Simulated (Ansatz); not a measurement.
# In in Ansatz: the effect of functional

In, a slab with vacuum:

```
In
1.0
     3.33927    0.00000    0.00000
    -1.66964    2.89190    0.00000
     0.00000    0.00000   23.20746
In
4
Direct
  0.66667 0.33333 0.32317
  0.33333 0.66667 0.44131
  0.66667 0.33333 0.55869
  0.33333 0.66667 0.67683
```

The slab is cut from a database's or a generator's crystal, which needn't be the stable form of the element.

Alike in all runs:

| Item | Value |
| --- | --- |
| Program | Ansatz 0.2.0 |
| Task | single point |
| Potentials or basis | all-electron LAPW, scalar-relativistic |
| Cutoff | 154 eV (chosen from the basis error) |
| Basis error allowed | 0.002 eV/atom |
| k mesh | 9 × 9 × 1 |
| Occupations | fermi-dirac, width 0.05 eV |
| Spin | no spin polarisation |

| functional | largest force (eV/Å) | work function (eV) |
| --- | --- | --- |
| PBE | 0.10 | 3.70 |
| LDA | ? | ? |
| PBEsol | 0.10 | 3.79 |

Task: What does the run with functional LDA give?

Result: Largest force 0.17 eV/Å; work function 4.00 eV.
